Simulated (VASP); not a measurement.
InSb in VASP 6.6.1, single-point calculation

INCAR

```
ENCUT = 600
GGA = PE
ISIF = 2
ISMEAR = -1
NELM = 120
IBRION = -1
NBANDS = 16
ALGO = Normal
SIGMA = 0.02
PREC = Accurate
LCHARG = .FALSE.
LWAVE = .FALSE.
NSW = 0
LASPH = .TRUE.
EDIFF = 1E-7
LREAL = .FALSE.
```

KPOINTS

```
KPOINTS created by Atomic Simulation Environment
0
Gamma
6 6 6
0 0 0
```

POSCAR

```
In Sb
 1.0000000000000000
     0.0000000000000000    3.2795130174999998    3.1483324968000002
     3.2795130174999998    0.0000000000000000    3.1483324968000002
     3.2795130174999998    3.2795130174999998    0.0000000000000000
 In  Sb
   1   1
Cartesian
  0.0000000000000000  0.0000000000000000  0.0000000000000000
  1.6397565087499999  1.6397565087499999  1.5741662484000001
```

The recommended PBE PAW datasets give the neutral cell 18 valence electrons.

Command

```
mpirun -np 1 vasp_std
```

**Question.** Predict the outcome of this run.

**Answer.** It converged. Results: gap between bands v and c on the k mesh 0.19 eV; least direct gap on the k mesh 0.19 eV; pressure 3.4 GPa. Band v is the last that the valence electrons fill when counted band by band, and c is the next.

OSZICAR

```
N       E                     dE             d eps       ncg     rms          rms(c)
DAV:   1     0.119199016134E+03    0.11920E+03   -0.84632E+03   968   0.124E+03
DAV:   2     0.645057651424E+00   -0.11855E+03   -0.11468E+03  1088   0.305E+02
DAV:   3    -0.676430274588E+01   -0.74094E+01   -0.73803E+01  1240   0.745E+01
DAV:   4    -0.697643803921E+01   -0.21214E+00   -0.21210E+00  1224   0.143E+01
DAV:   5    -0.698800910636E+01   -0.11571E-01   -0.11571E-01  1456   0.279E+00    0.421E+00
DAV:   6    -0.688677499131E+01    0.10123E+00   -0.15537E-01  1368   0.603E+00    0.244E+00
DAV:   7    -0.687214621523E+01    0.14629E-01   -0.72262E-02  1328   0.250E+00    0.633E-01
DAV:   8    -0.687319476358E+01   -0.10485E-02   -0.80654E-03  1264   0.104E+00    0.266E-01
DAV:   9    -0.687385582169E+01   -0.66106E-03   -0.97399E-04  1232   0.267E-01    0.783E-02
DAV:  10    -0.687390388371E+01   -0.48062E-04   -0.51769E-05  1296   0.487E-02    0.396E-02
DAV:  11    -0.687394702174E+01   -0.43138E-04   -0.76085E-05  1168   0.565E-02    0.242E-02
DAV:  12    -0.687394844256E+01   -0.14208E-05   -0.13566E-06  1208   0.806E-03    0.643E-03
DAV:  13    -0.687394875856E+01   -0.31600E-06   -0.14473E-06  1216   0.773E-03    0.381E-03
DAV:  14    -0.687394860458E+01    0.15398E-06   -0.41395E-08  1040   0.125E-03    0.112E-03
DAV:  15    -0.687394862938E+01   -0.24802E-07   -0.13016E-08   840   0.101E-03
   1 F= -.68739486E+01 E0= -.68739357E+01  d E =-.259532E-04
```

For comparison, a separate PBE run of the intended cell, on usual settings and not on those above, gives a gap of 0.19 eV on its mesh and a pressure of 3.4 GPa.
